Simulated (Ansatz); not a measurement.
## GaSb: band structure with PBE

**The experiment to reproduce.**

From a printed reference work, data compilation, for a bulk crystal of GaSb at 4.2 K: band gap 0.811 eV (direct).

GaSb:

```
Sb Ga
1.0
     0.00000    3.05900    3.05900
     3.05900    0.00000    3.05900
     3.05900    3.05900    0.00000
Sb Ga
1 1
Direct
  0.75000 0.75000 0.75000
  0.00000 0.00000 0.00000
```

- Program: Ansatz 0.2.0
- Task: band structure
- Functional: PBE
- Potentials or basis: Ansatz PAW
- Cutoff: 420 eV (not typed: the program's choice for these potentials)
- k mesh: 8 × 8 × 8
- Occupations: fermi-dirac, width 0.05 eV
- Spin: no spin polarisation
- Path: [["G", "X", "W", "K", "G", "L", "U", "W", "L", "K"], ["U", "X"]]
- Points for each segment of the path: 14

The pressure is 2.3 GPa and the band gap on the k mesh is none (metal or under the smearing width).

Levels at the corners of the path, in eV from the Fermi level:
| point | band 11 | band 12 | band 13 | band 14 | band 15 | band 16 | band 17 | band 18 |
| --- | --- | --- | --- | --- | --- | --- | --- | --- |
| Γ | -11.54 | -0.07 | -0.07 | -0.07 | -0.03 | 2.72 | 2.72 | 2.72 |
| X | -9.10 | -6.86 | -2.64 | -2.64 | 0.85 | 1.19 | 8.65 | 8.65 |
| W | -9.05 | -6.73 | -3.41 | -3.19 | 3.62 | 4.27 | 4.35 | 4.71 |
| K | -9.16 | -6.68 | -3.67 | -2.25 | 1.35 | 3.82 | 6.55 | 6.77 |
| Γ | -11.54 | -0.07 | -0.07 | -0.07 | -0.03 | 2.72 | 2.72 | 2.72 |
| L | -9.92 | -6.42 | -1.22 | -1.22 | 0.34 | 3.70 | 3.70 | 6.42 |
| U | -9.16 | -6.68 | -3.67 | -2.25 | 1.35 | 3.82 | 6.55 | 6.77 |
| W | -9.05 | -6.73 | -3.41 | -3.19 | 3.62 | 4.27 | 4.35 | 4.71 |
| L | -9.92 | -6.42 | -1.22 | -1.22 | 0.34 | 3.70 | 3.70 | 6.42 |
| K | -9.16 | -6.68 | -3.67 | -2.25 | 1.35 | 3.82 | 6.55 | 6.77 |
| U | -9.16 | -6.68 | -3.67 | -2.25 | 1.35 | 3.82 | 6.55 | 6.77 |
| X | -9.10 | -6.86 | -2.64 | -2.64 | 0.85 | 1.19 | 8.65 | 8.65 |

Wall time 4.8 s on 2 threads of Arm Neoverse V1, on a shared host, peak memory 0.35 GiB.

Measured gap of GaSb: 0.811 eV (direct; 4.2 K; a printed reference work, data compilation). This calculation gives 0.00 eV (-0.81 eV). Spin-orbit coupling on Ga, Sb is left out. The value is that of PBE on a finite k mesh, which can miss the band edges, without temperature or zero-point motion. Semilocal functionals fall short of measured gaps as a rule.

Caveat: spin-orbit coupling is left out, which moves the levels of the heavy elements.
